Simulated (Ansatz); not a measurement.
Zr under changes of volume

One of the cells (23.281 Å³/atom); the others are scaled copies at fixed shape and fractional positions:

```
Zr
1.0
     3.23200    0.00000    0.00000
    -1.61600    2.79899    0.00000
     0.00000    0.00000    5.14700
Zr
2
Direct
  0.66667 0.33333 0.75000
  0.33333 0.66667 0.25000
```

| Item | Value |
| --- | --- |
| Program | Ansatz 0.2.0 |
| Functional | PBEsol |
| Potentials or basis | Ansatz PAW |
| Cutoff | 420 eV (not typed: the program's choice for these potentials) |
| k mesh | 9 × 9 × 5 |
| Occupations | fermi-dirac, width 0.05 eV |
| Spin | spin-orbit coupling, no magnetisation |

| volume (Å³/atom) | energy over the lowest point (meV/atom) | pressure (GPa) |
| --- | --- | --- |
| 21.884 | ? | ? |
| 22.350 | 0.00 | 0.6 |
| 22.815 | 1.18 | -1.4 |
| 23.281 | 7.97 | -3.3 |
| 23.746 | 19.90 | -5.0 |
| 24.212 | 36.58 | -6.5 |
| 24.678 | 57.62 | -8.0 |

Question: What does the run at 21.884 Å³/atom give?

Answer: Energy over the lowest point 4.92 meV/atom; pressure 2.8 GPa.

Worked out: A Birch-Murnaghan fit of order 3 (a polynomial in V^(-2/3)) to the other rows has its minimum at 22.49 Å³/atom with B0 = V·E''(V) = 99 GPa and B' = 3.1 at fixed shape and positions, which overstates the stiffness. It gives 4.93 meV/atom at 21.884 Å³/atom, against the run's 4.92, and -dE/dV = 2.8 GPa, against 2.8.

Energies are extrapolated to zero smearing.

Caveats: the PAW data sets come from PBE, with cores solved anew for the run's functional, which leaves a small shift of forces and pressure.
